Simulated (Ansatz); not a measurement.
**Sn: pressure against volume**

Sn, Fd-3m, a = 6.566 Å. Ansatz: r2SCAN, PAW, 500 eV, Γ-centred 12×12×12 mesh on 2 atoms, Gaussian smearing 0.10 eV; no spin polarisation. Symmetry fixes shape and atoms, so the cell is only scaled; pressure is positive in compression.

| V (Å³/atom) | P (GPa) |
| --- | --- |
| 31.144 | 7.46 |
| 32.206 | ? |
| 33.268 | 3.09 |
| 34.330 | 1.41 |
| 35.391 | 0.00 |
| 36.453 | -1.18 |
| 37.515 | -2.16 |
| 38.930 | -3.22 |

Task: Take V0 = 35.391 Å³/atom, fit the third-order Birch–Murnaghan form to the other rows, and predict the missing pressure.

Result: With the Eulerian strain f = ½[(V0/V)^(2/3) − 1] and y = P/[3f(1 + 2f)^(5/2)], the form is the line y = B0 + 1.5 B0 (B0′ − 4) f. Rows (f, y): 0.04448, 45.2; 0.02105, 44.1; 0.01025, 43.6; -0.00976, 42.3; -0.01906, 41.6; -0.03078, 40.9. Means f = 0.002697, y = 42.950; Σ(Δf)² = 0.003889, ΣΔfΔy = 0.2261; the slope is their ratio. y = 42.79 + 58.15 f GPa, so B0 = 42.8 GPa and B0′ = 4 + 2 × (58.15)/(3 × 42.79) = 4.91. At V = 32.206, f = 0.03244, y = 44.68 and P = 5.09 GPa. The run gave 5.08 GPa, so the fit is 0.01 GPa too high, within the rms miss on the fitted rows (0.01 GPa).